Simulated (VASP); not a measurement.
# MgTe (P6_3mc) in VASP: single point with PBEsol

Aim: the single point of MgTe with PBEsol.

Everything below comes from runs of VASP 6.6.1. Logs are shortened: lines on timing, memory, paths and dates and some standing lists are left out, and cuts for length are marked.

## Step 1: Starting point

It takes space group P6_3mc (No. 186, hexagonal). The conventional cell has a = 4.562 Å, b = 4.562 Å, c = 7.409 Å, α = 90.00°, β = 90.00°, γ = 120.00°. Mg (site symmetry 3m) has 4 Te at 2.79 Å as nearest neighbours. Te (site symmetry 3m) is surrounded by 4 Mg at 2.79 Å.

The cell is a database's computed one.

## Step 2: Single point, PBEsol

INCAR

```
SYSTEM = MgTe
PREC = Accurate
ENCUT = 520
EDIFF = 1E-7
ISMEAR = 0
SIGMA = 0.02
LREAL = .False.
LASPH = .True.
NELM = 100
ALGO = Fast
ISIF = 2
LWAVE = .False.
LCHARG = .False.
GGA = PS
NBANDS = 16
```

KPOINTS

```
Automatic mesh
0
Gamma
  12 12 6
  0 0 0
```

POSCAR

```
MgTe
1.0
    4.5617935129      0.0000000000      0.0000000000
   -2.2808967565      3.9506290690      0.0000000000
    0.0000000000      0.0000000000      7.4093508375
Mg Te
2 2
Direct
    0.3333333333      0.6666666667      0.9965420005
    0.6666666667      0.3333333333      0.4965420005
    0.3333333333      0.6666666667      0.3734579995
    0.6666666667      0.3333333333      0.8734579995
```

Potentials or basis: VASP PAW PBE potentials, release 64 (Mg, Te).

Started as:

```bash
$ cat potpaw_PBE.64/Mg/POTCAR potpaw_PBE.64/Te/POTCAR > POTCAR
$ mpirun -np 1 vasp_std > vasp.out
```

OUTCAR:

```text
SYSTEM = MgTe
   PREC = Accurate
   ENCUT = 520
   EDIFF = 1E-7
   ISMEAR = 0
   LREAL = .False.
   LASPH = .True.
   NELM = 100
   ISIF = 2
   GGA = PS

 ion  position               nearest neighbor table
   1  0.333  0.667  0.997-   4 2.79   4 2.79   4 2.79   3 2.79
   2  0.667  0.333  0.497-   3 2.79   3 2.79   3 2.79   4 2.79
   3  0.333  0.667  0.373-   2 2.79   2 2.79   2 2.79   1 2.79
   4  0.667  0.333  0.873-   1 2.79   1 2.79   1 2.79   2 2.79

  LATTYP: Found a hexagonal cell.
 ALAT       =     4.5617935129
 C/A-ratio  =     1.6242188114

  Lattice vectors:

 A1 = (   4.5617935129,   0.0000000000,   0.0000000000)
 A2 = (  -2.2808967565,   3.9506290690,   0.0000000000)
 A3 = (   0.0000000000,   0.0000000000,   7.4093508375)

Analysis of symmetry for initial positions (statically):
=====================================================================
 Subroutine PRICEL returns:
 Original cell was already a primitive cell.

 Routine SETGRP: Setting up the symmetry group for a
 hexagonal supercell.

 Subroutine GETGRP returns: Found 12 space group operations
 (whereof  6 operations were pure point group operations)
 out of a pool of 24 trial point group operations.

The static configuration has the point symmetry C_3v.
 The point group associated with its full space group is C_6v.

Analysis of symmetry for dynamics (positions and initial velocities):
=====================================================================
 Subroutine PRICEL returns:
 Original cell was already a primitive cell.

 Routine SETGRP: Setting up the symmetry group for a
 hexagonal supercell.

 Subroutine GETGRP returns: Found 12 space group operations
 (whereof  6 operations were pure point group operations)
 out of a pool of 24 trial point group operations.

The dynamic configuration has the point symmetry C_3v.
 The point group associated with its full space group is C_6v.

 Subroutine INISYM returns: Found 12 space group operations
 (whereof  6 operations are pure point group operations),
 and found     1 'primitive' translations

----------------------------------------------------------------------------------------

                                     Primitive cell

  volume of cell :     133.5310

  direct lattice vectors                    reciprocal lattice vectors
     4.561793513  0.000000000  0.000000000     0.219212026  0.126562122  0.000000000
[... 89 lines left out ...]
   NELM   =    100;   NELMIN=  2; NELMDL= -5     # of ELM steps
   EDIFF  = 0.1E-06   stopping-criterion for ELM
   LREAL  =      F    real-space projection
   EDIFFG = 0.1E-05   stopping-criterion for IOM
   NSW    =      0    number of steps for IOM
   IBRION =     -1    ionic relax: 0-MD 1-quasi-New 2-CG
   NFREE  =      0    steps in history (QN), initial steepest desc. (CG)
   ISIF   =      2    stress and relaxation
   ISYM   =      2    0-nonsym 1-usesym 2-fastsym
   POTIM  = 0.5000    time-step for ionic-motion
   TEBEG  =    0.0;   TEEND  =   0.0 temperature during run
   PSTRESS=    0.0 pullay stress
   NELECT =      16.0000    total number of electrons
   NUPDOWN=      -1.0000    fix difference up-down
   EMIN   =  10.00;   EMAX   =-10.00  energy-range for DOS
   EFERMI =   0.00;   METHOD = LEGACY
   ISMEAR =     0;   SIGMA  =   0.02  broadening in eV -4-tet -1-fermi 0-gaus
   EFERMI_NEDOS =   21; number of points for ismear=-14 and -15
   IALGO  =     68    algorithm
   IMIX   =      4    mixing-type and parameters
     AMIX     =   0.40;   BMIX     =  1.00
     AMIX_MAG =   1.60;   BMIX_MAG =  1.00
  volume/ion in A,a.u.               =      33.38       225.28
  Fermi-wavevector in a.u.,A,eV,Ry     =   0.807088  1.525175  8.862710  0.651391
  Thomas-Fermi vector in A             =   1.915642
   LORBIT       =      0    0 simple, 1 ext, 2 COOP (PROOUT), +10 PAW based schemes
   GGA     = PS    functional components
   LHFCALC =     F    Hartree Fock is set to
   AEXX    =    0.0000 exact exchange contribution
   IVDW    =     0    specifies the selected vdW correction
   LEPSILON=     F    determine dielectric tensor
   LRPA    =     F    only Hartree local field effects (RPA)
 non-spin polarized calculation
 RMM-DIIS sequential band-by-band and
 Gauss-broadening in eV      SIGMA  =   0.02
  energy-cutoff  :      520.00
  volume of cell :      133.53
 maximum number of plane-waves:      3652
 NGX is ok and might be reduce to    36
   NGX = 17   NGY = 17   NGZ = 27

 number of electron      16.0000001 magnetization

 Free energy of the ion-electron system (eV)
  ---------------------------------------------------
  ext. energy  EPLUGINS =         0.00000000
  ---------------------------------------------------
  free energy    TOTEN  =       -13.79259212 eV

  energy without entropy =      -13.79259212  energy(sigma->0) =      -13.79259212

 E-fermi :   1.9694     XC(G=0):  -8.0342

 val. band max:        1.8925541919   @ k =   0.0000   0.0000   0.0000
 cond. band min:       4.2805627411   @ k =   0.0000   0.0000   0.0000
 fundamental gap:      2.3880085492
 Fermi energy:         1.9694444480

 k-point     1 :       0.0000    0.0000    0.0000
  band No.  band energies     occupation
      1      -8.3993      2.00000
      2      -7.7792      2.00000
      3      -1.4215      2.00000
      4       1.3773      2.00000
      5       1.3773      2.00000
      6       1.8711      2.00000
[... 433 lines left out ...]
      3      -1.0354      2.00000
      4      -0.4735      2.00000
      5      -0.1056      2.00000
      6       0.8193      2.00000
[... 8 lines left out ...]
     15       9.0855      0.00000
     16       9.6892      0.00000

 [... further k-points ...]
[... 5 lines left out ...]
  --------------------------------------------------------------------------------------
  -------------------------------------------------------------------------------------
  Total        0.0278097      0.0278097      0.0449872     -0.0000000     -0.0000000      0.0000000
  in kB        0.3336756      0.3336756      0.5397809     -0.0000000     -0.0000000      0.0000000
  external PRESSURE =       0.4023773 kB  Pullay stress =       0.0000000 kB

 VOLUME and BASIS-vectors are now :
 -----------------------------------------------------------------------------
  energy-cutoff  :      520.00
  volume of cell :      133.53
      direct lattice vectors                 reciprocal lattice vectors
     4.561793513  0.000000000  0.000000000     0.219212026  0.126562122  0.000000000
    -2.280896756  3.950629069  0.000000000     0.000000000  0.253124245  0.000000000
     0.000000000  0.000000000  7.409350837     0.000000000  0.000000000  0.134964590

 POSITION                                       TOTAL-FORCE (eV/Angst)
 -----------------------------------------------------------------------------------
     -0.00000      2.63375      7.38373        -0.000000      0.000000      0.000132
      2.28090      1.31688      3.67905         0.000000     -0.000000      0.000132
     -0.00000      2.63375      2.76708        -0.000000      0.000000     -0.000132
      2.28090      1.31688      6.47176         0.000000     -0.000000     -0.000132
 -----------------------------------------------------------------------------------
    total drift:                               -0.000000     -0.000000     -0.000609

  FREE ENERGIE OF THE ION-ELECTRON SYSTEM (eV)
  ---------------------------------------------------
  free  energy   TOTEN  =       -13.7925921220 eV

  energy  without entropy=      -13.7925921220  energy(sigma->0) =      -13.79259212
```

stdout:

```text
POSCAR found type information on POSCAR MgTe
 POSCAR found :  2 types and       4 ions
 scaLAPACK will be used
 -----------------------------------------------------------------------------
|                                                                             |
|                                                                             |
|     You enforced a specific xc type in the INCAR file but a different       |
|     I HOPE YOU KNOW WHAT YOU ARE DOING!                                     |
|                                                                             |
 -----------------------------------------------------------------------------

 LDA part: xc-table for (Slater+PW92), standard interpolation
 POSCAR, INCAR and KPOINTS ok, starting setup
 FFT: planning ... GRIDC
 FFT: planning ... GRID_SOFT
 FFT: planning ... GRID
 WAVECAR not read
 entering main loop
```

It took 77 s on 1 thread of Intel Xeon 6975P-C (Granite Rapids), shared host; peak memory 0.35 GiB.

What came out:

```yaml
Free_energy: -13.7926 eV
Pressure: 0.0 GPa
Band_gap_on_the_k_mesh: 2.39 eV, direct
```

Levels at points of the mesh, in eV from the valence-band top:
| k point | band 5 | band 6 | band 7 | band 8 | band 9 | band 10 | band 11 | band 12 |
| --- | --- | --- | --- | --- | --- | --- | --- | --- |
| (0.00, 0.00, 0.00) | -0.52 | -0.02 | -0.02 | 0.00 | 2.39 | 2.91 | 5.23 | 5.23 |
| (0.50, 0.00, 0.00) | -2.01 | -1.27 | -1.04 | -0.46 | 3.07 | 3.80 | 4.19 | 5.43 |
| (0.00, 0.00, 0.50) | -0.28 | -0.28 | -0.28 | -0.28 | 3.40 | 3.40 | 5.48 | 5.48 |
| (0.50, 0.00, 0.50) | -0.91 | -0.91 | -0.91 | -0.91 | 3.13 | 3.13 | 4.19 | 4.19 |

Caveat: the PAW data sets were made with another functional, which shifts forces and pressure a little; spin-orbit coupling is left out, which moves the levels of the heavy elements. As with any semilocal functional, this PBEsol gap is likely too small.
